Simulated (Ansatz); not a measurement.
InCuS2 (chalcopyrite)

```xyz
8
Lattice="-2.7885 2.7885 5.6172 2.7885 -2.7885 5.6172 2.7885 2.7885 -5.6172" Properties=species:S:1:pos:R:3 pbc="T T T"
Cu     0.0000     2.7885     2.8086
Cu     0.0000     0.0000     0.0000
In     2.7885     0.0000     2.8086
In     0.0000     0.0000     5.6172
S      1.3943     1.2272    -1.4043
S      1.3943     1.5613     4.2129
S      1.5613    -1.3943     7.0215
S      1.2272     4.1828     1.4043
```

The volume is varied about the relaxed value V₀ at fixed cell shape. The atoms relax within the cell's symmetry.

Method: PBE (plane waves to 420 eV, PAW, scalar-relativistic; Ansatz, a first-principles code). k mesh 8×8×8 (Γ-centred), Fermi-Dirac smearing 0.05 eV. E stands for the smeared free energy. Stress and pressure are positive under compression. With the shape held, the modulus is that of even scaling; a crystal free to change shape is softer. At this level the bands of InCuS2 touch or barely overlap; measurements give the solid a gap. InCuS2 is run without spin polarisation. InCuS2 was relaxed with its symmetry unable to fall. The zero of ΔE is the relaxed starting cell. The last digit holds for this mesh only.

```
V (Å³/atom)  ΔE (meV/atom)
-----------  -------------
20.529            withheld
20.747                12.2
20.965                 7.6
21.184                 4.2
21.402                 1.8
21.621                 0.5
21.839                 0.0
22.057                 0.4
22.276                 1.7
22.494                 3.7
22.712                 6.5
22.931                10.0
23.149                14.2
```

Q: Fit a third-order Birch-Murnaghan form (E₀, V₀, B₀, B₀′ free) to the given rows and predict ΔE at V = 20.529.

A: Least squares on the 12 given rows: ΔE = E₀ + (9V₀B₀/16)·y²·[2 + (B₀′ − 4)y], y = (V₀/V)^(2/3) − 1, with V₀ = 21.840 Å³/atom, B₀ = 64.72 GPa (160.2 GPa = 1 eV/Å³; the term in eV is multiplied by 1000), B₀′ = 4.66, E₀ = -0.01 meV/atom; root-mean-square residual 0.03 meV/atom. At 20.529 the fit gives 17.9 meV/atom; the calculation gives 17.9 meV/atom, the same to the digits shown. For the pressure the fit gives 4.6 GPa against the computed 4.7 GPa.

(A scan under strain: stresses follow from slopes of the energy per volume, elastic moduli from its curvatures.)
